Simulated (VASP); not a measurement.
Elastic constants (GPa) of a crystal from VASP with PBEsol GGA, VASP's PBE PAW potentials (set 64):

```csv
,xx,yy,zz,yz,xz,xy
xx,477.0,103.1,194.5,0.0,0.0,0.0
yy,103.1,477.0,194.5,0.0,0.0,0.0
zz,194.5,194.5,343.7,0.0,0.0,0.0
yz,0.0,0.0,0.0,153.2,0.0,0.0
xz,0.0,0.0,0.0,0.0,153.2,0.0
xy,0.0,0.0,0.0,0.0,0.0,84.6
```

Finite-difference elastic constants of metals are sensitive to mesh and smearing; shear constants can be off by tens of GPa.

**Question.** Work out the Voigt, Reuss and Hill moduli, Young's modulus and Poisson's ratio.

**Answer.** All eigenvalues are positive (smallest 84.6 GPa), so the crystal is stable. K_V = (C11+C22+C33+2(C12+C13+C23))/9 = (1297.7 + 2×492.1)/9 = 253.5 GPa; G_V = (1297.7 − 492.1 + 3×391.0)/15 = 131.9 GPa. From the compliances, K_R = 252.7 GPa and G_R = 117.6 GPa. Hill: K = 253.1 GPa, G = 124.7 GPa, E = 9KG/(3K+G) = 321.4 GPa, ν = (3K−2G)/(2(3K+G)) = 0.288. K/G = 2.03, above Pugh's 1.75; universal anisotropy A^U = 0.61.

**Question.** With a density of 16.34 g/cm³, what are the mean sound speeds?

**Answer.** v_l = √((K+4G/3)/ρ) = 5.07 km/s and v_t = √(G/ρ) = 2.76 km/s. The crystal is CoPt (L1_0), tetragonal.

The compound is CoPt in the L1_0 structure. It was relaxed first.
